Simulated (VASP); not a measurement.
A run of VASP 6.6.1 is set up as follows.

Contents of INCAR:

```
PREC = Accurate
ENCUT = 900
EDIFF = 1E-8
ISMEAR = 1
SIGMA = 0.05
LREAL = False
LASPH = True
NELM = 100
ALGO = Normal
ISIF = 2
LWAVE = False
LCHARG = False
GGA = PE
NBANDS = 10
ADDGRID = False
```

KPOINTS

```
regular mesh
0
Gamma
  12 12 12
```

File POSCAR:

```
Cs
1.0
   -2.6528630000      2.7200140000      3.9488130000
    2.8833600000     -2.6988260000      4.0893020000
    2.7318000000      2.7777640000     -3.9345920000
Cs
1
Direct
    0.0073440000      0.0133040000      0.0001460000
```

Potentials or basis: VASP PAW PBE potentials, release 64 (Cs_sv).

The run is started by

```bash
$ cat potpaw_PBE.64/Cs_sv/POTCAR > POTCAR
$ mpirun -np 1 vasp_std > vasp.out
```

Task: Estimate the band gap on the k mesh.

Result: None (metal or under the smearing width).

Task: Predict the pressure.

Result: -0.1 GPa.

Stress tensor (GPa, compression positive):
```
-0.12  0.00 -0.07
 0.00 -0.06 -0.01
-0.07 -0.01 -0.10
```

The run has no spin-orbit coupling, so splittings on Cs are missing.
